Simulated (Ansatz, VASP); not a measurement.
**One calculation of Ca, two programs**

INCAR

```
PREC     = Accurate       # precision mode
ENCUT    = 520            # plane-wave cutoff, eV
EDIFF    = 1E-6           # SCF threshold, eV
ISMEAR   = -1             # smearing method
SIGMA    = 0.1            # smearing width, eV
LREAL    = F              # projectors in reciprocal space
LASPH    = T              # aspherical terms in the spheres
NELM     = 100            # most SCF steps
ALGO     = Normal         # electronic algorithm
ISIF     = 2              # what is computed and relaxed
LWAVE    = F              # write WAVECAR
LCHARG   = F              # write CHGCAR
GGA      = PE             # functional
NBANDS   = 11             # bands
```

The input KPOINTS:

```
Automatic mesh
0
Gamma
  12 12 12
```

The input POSCAR:

```
Ca
1.0
    2.9707042346      0.0000000000      0.0000000000
    0.0000000000      2.9707042346      0.0000000000
    0.0000000000      0.0000000000      2.9707042346
Ca
1
Direct
    0.0000000000      0.0000000000      0.0000000000
```

Input for Ansatz:

```yaml
crystal:
  lattice:
    - [2.9707042346, 0.0, 0.0]
    - [0.0, 2.9707042346, 0.0]
    - [0.0, 0.0, 2.9707042346]
  atoms:
    - { symbol: Ca, position: [0.0, 0.0, 0.0] }
kpoints:
  mp_grid: { grid: [12, 12, 12] }
  band_path:
    path:
      - [0.0, 0.0, 0.0]
      - [0.0, 0.5, 0.0]
      - [0.5, 0.5, 0.0]
      - [0.0, 0.0, 0.0]
      - [0.5, 0.5, 0.5]
      - [0.0, 0.5, 0.0]
      - [0.5, 0.5, 0.5]
      - [0.5, 0.5, 0.0]
    npoints: 8
scf:
  occupations: { method: fermi_dirac, width: 0.1 }
hamiltonian:
  xc: pbe
  pseudopotentials: { kind: all_electron, lapw: { basis_error: 0.001 } }
output:
  forces: true
  stress: true
  eigenvalues: true
  populations: true
  dos: { projected: true, de: 0.2, e_range: [-14, 8] }
```

Change from the starting cell: volume scaled by 0.6, LAPW.

Alike in both runs: task single point; functional PBE; k mesh 12 × 12 × 12; occupations fermi-dirac, width 0.1 eV; no spin polarisation.

```csv
,VASP,Ansatz
version,VASP 6.6.1,Ansatz 0.2.0
potentials or method,"VASP PAW PBE potentials, release 64 (Ca_sv)","all-electron LAPW, scalar-relativistic"
plane-wave cutoff (eV),520,see its input
```

VASP gave:

```
pressure (GPa) : 12.7
```

Question: Estimate Ansatz's values.

Answer: Pressure (GPa): 12.6.

Ansatz ran all-electron here, so the differences hold the error of VASP's frozen core and of both bases.
